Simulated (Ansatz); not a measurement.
Runs of Ansatz 0.2.0 on Bi. It takes space group R-3m (No. 166, trigonal). The conventional cell has a = 4.535 Å, b = 4.535 Å, c = 11.814 Å, α = 90.00°, β = 90.00°, γ = 120.00°. Bi (site symmetry 3m) is surrounded by 6 Bi at 3.06 to 3.52 Å. 

```tsv
task	level	spin	k mesh	points for each segment of the path	mesh quality	gap on the mesh (eV)	pressure (GPa)	largest force (eV/Å)
projected density of states	PBEsol	off	4 × 4 × 4	-	coarse	none	-0.5	0.10
projected density of states	PBE	off	4 × 4 × 4	-	coarse	none	(b)	(c)
band structure	PBEsol	SOC, no magnetisation	7 × 7 × 7	14	not flagged	none	0.7	(a)
projected density of states	LDA	off	4 × 4 × 4	-	coarse	none	-1.7	0.18
band structure	PBEsol	off	7 × 7 × 7	14	not flagged	-	-0.4	0.13
```

Alike in all rows: potentials or basis Ansatz PAW; cell as given; cutoff (eV) 420; smearing fermi-dirac 0.05 eV.

**Question.** Fill in the values left out.

**Answer.** (a) 0.09; (b) 2.0; (c) 0.03.

Caveats: some runs use coarse meshes; spin-orbit coupling is left out, which moves the levels of the heavy elements (some runs); the PAW data sets come from PBE, with cores solved anew for the run's functional, which leaves a small shift of forces and pressure (some runs).

A k mesh can miss the band edges, and rows without SOC leave out spin-orbit coupling on Bi.

A gap of «none» marks a metal or a gap under the smearing width.
